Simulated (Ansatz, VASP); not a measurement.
**One calculation of Te3Pt, two programs**

Contents of INCAR:

```
SYSTEM = Te3Pt
PREC = Accurate ; ENCUT = 600
EDIFF = 1E-6 ; ISMEAR = 0
SIGMA = 0.1 ; LREAL = .False.
LASPH = .True. ; NELM = 100
ALGO = Normal ; ISIF = 3
LWAVE = .False. ; LCHARG = .False.
GGA = PE ; IBRION = 2
NSW = 90 ; EDIFFG = -0.04
```

Contents of KPOINTS:

```
Automatic mesh
0
Gamma
  4 4 4
  0 0 0
```

File POSCAR:

```
Te3Pt
1.0
    4.8104400943      0.0000000000      0.0000000000
    0.0000000000      4.8104400943      0.0000000000
    0.0000000000      0.0000000000      4.8104400943
Te Pt
3 1
Direct
    0.0000000000      0.5000000000      0.5000000000
    0.5000000000      0.0000000000      0.5000000000
    0.5000000000      0.5000000000      0.0000000000
    0.0000000000      0.0000000000      0.0000000000
```

Input for Ansatz:

```yaml
crystal:
  lattice:
    - [4.8104400943, 0.0, 0.0]
    - [0.0, 4.8104400943, 0.0]
    - [0.0, 0.0, 4.8104400943]
  atoms:
    - { symbol: Te, position: [0.0, 0.5, 0.5] }
    - { symbol: Te, position: [0.5, 0.0, 0.5] }
    - { symbol: Te, position: [0.5, 0.5, 0.0] }
    - { symbol: Pt, position: [0.0, 0.0, 0.0] }
basis:
  ecutwfc: 420
kpoints:
  mp_grid: { grid: [4, 4, 4] }
hamiltonian:
  xc: pbe
scf:
  occupations: { method: gaussian, width: 0.1 }
  lower_state_search: "off"
output:
  forces: true
  stress: true
  eigenvalues: true
relax:
  adjacent_minimum: "off"
  f_tol: 0.04
  max_steps: 70
  cell: { stress_tol: 0.4 }
```

Alike in both runs: task relaxation of cell and atoms; functional PBE; k mesh 4 × 4 × 4; occupations gaussian, width 0.1 eV; no spin polarisation.

|  | VASP | Ansatz |
| --- | --- | --- |
| version | VASP 6.6.1 | Ansatz 0.2.0 |
| potentials or method | VASP PAW PBE potentials, release 64 (Te, Pt) | scalar-relativistic, plane waves, PAW |
| plane-wave cutoff (eV) | 600 | 420 |
| valence electrons in the cell | 28 | 66 |

```csv
,VASP,Ansatz,Ansatz less VASP
"gap on the k mesh at the Fermi level, each at its own relaxed structure (eV)",none,none,-
relaxed volume (Å³/atom),24.64,24.69,+0.053
relaxed cell length with the largest relative difference (Å),4.619,4.622,+0.0033
energy change over the relaxation (meV/atom),-75,-73,+2.2
```

A gap of «none» marks a metal or a gap that the smearing closes. The two sets of potentials don't hold the same shells in valence.

Spin-orbit coupling is left out, which matters for the levels of Pt, Te.
